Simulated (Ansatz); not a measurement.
# Li: the cost of one run

Method: DFT PBE, scalar-relativistic, plane waves, PAW, in Ansatz 0.2.0.

## 1. The starting structure

The structure is orthorhombic, space group Pnma (No. 62). Conventional cell: a = 8.266 Å, b = 3.825 Å, c = 4.802 Å, α = 90.00°, β = 90.00°, γ = 90.00°. Li (site symmetry m) has 4 Li at 2.53 to 2.58 Å as nearest neighbours. Li (site symmetry m) is surrounded by 6 Li at 2.53 to 2.58 Å.

Structure file:

```cif
data_structure
_symmetry_space_group_name_H-M 'Pnma'
_symmetry_Int_Tables_number 62
_cell_length_a 8.2656
_cell_length_b 3.8248
_cell_length_c 4.8019
_cell_angle_alpha 90.000
_cell_angle_beta 90.000
_cell_angle_gamma 90.000
_cell_volume 151.81
loop_
_atom_site_label
_atom_site_type_symbol
_atom_site_symmetry_multiplicity
_atom_site_Wyckoff_symbol
_atom_site_fract_x
_atom_site_fract_y
_atom_site_fract_z
_atom_site_occupancy
Li1 Li 4 c 0.15428 0.25000 0.53118 1
Li2 Li 4 c 0.05650 0.75000 0.84995 1
```

Recipe of the guess: 4-, 6-connected net of one element (Pnma, No. 62). Lengths come from tabulated atomic sizes and are only a guess.

## 2. The guess as it stands, on a coarse mesh

input.yaml reads:

```yaml
crystal:
  lattice:
    - [8.26563518, 0.0, 0.0]
    - [0.0, 3.82475758, 0.0]
    - [0.0, 0.0, 4.80190112]
  atoms:
    - { symbol: Li, position: [0.15428299, 0.25, 0.53117698] }
    - { symbol: Li, position: [0.34571701, 0.75, 0.03117698] }
    - { symbol: Li, position: [0.65428299, 0.25, 0.96882302] }
    - { symbol: Li, position: [0.84571701, 0.75, 0.46882302] }
    - { symbol: Li, position: [0.05649999, 0.75, 0.84995002] }
    - { symbol: Li, position: [0.44350001, 0.25, 0.34995002] }
    - { symbol: Li, position: [0.55649999, 0.75, 0.65004998] }
    - { symbol: Li, position: [0.94350001, 0.25, 0.15004998] }
basis:
  ecutwfc: 420
kpoints:
  mp_grid: { grid: [2, 4, 4] }
hamiltonian:
  xc: pbe
scf:
  occupations: { method: gaussian, width: 0.1 }
  lower_state_search: "off"
output:
  forces: true
  stress: true
  eigenvalues: true
```

Launch:

```console
> ansatz run input.yaml --threads 1 --pin off --max-ram 2560MiB --backend cpu --events-out ev --progress --plain --runs-dir out
```

**Question.** How long does this run take on 1 thread of Arm Neoverse V1, shared host, and how much memory does it need?

About 2.8 s, with a peak of 0.33 GiB.
